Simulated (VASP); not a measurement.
Crystal: Hf.

```
Hf
1.0
     0.00000    2.23527    2.23527
     2.23527    0.00000    2.23527
     2.23527    2.23527    0.00000
Hf
1
Direct
  0.00000 0.00000 0.00000
```

This isn't the form of Hf at room conditions, which is hcp.

| Quantity | Value |
| --- | --- |
| Program | VASP 6.6.1 |
| Task | relaxation of cell and atoms |
| Functional | PBEsol |
| Potentials or basis | VASP PAW PBE potentials, release 64 (Hf_pv) |
| Cutoff | 600 eV |
| k mesh | 6 × 6 × 6 |
| Occupations | gaussian, width 0.1 eV |
| Spin | no spin polarisation |

At the start: pressure -4.0 GPa; volume 22.34 Å³/atom.

Where does the relaxation end?

Over 3 steps the energy falls by 11.4 meV/atom and the volume is 21.46 Å³/atom (-3.9 %); space group Fm-3m (No. 225, to 0.05 Å).

Step by step:
| step | energy change (eV) | largest force (eV/Å) | pressure (GPa) | volume (Å³) |
| --- | --- | --- | --- | --- |
| 1 | 0.0000 | 0.0000 | -4.04 | 22.34 |
| 2 | 0.0018 | 0.0000 | 4.90 | 20.57 |
| 3 | -0.0114 | 0.0000 | -0.03 | 21.46 |

Final structure:
```
Hf
1.0
     0.00000    2.20579    2.20579
     2.20579    0.00000    2.20579
     2.20579    2.20579    0.00000
Hf
1
Direct
  0.00000 0.00000 0.00000
```

Caveat: the k mesh is coarse (spacing up to 0.41 Å⁻¹), so the values aren't converged; the PAW data sets were made with another functional, which shifts forces and pressure a little.
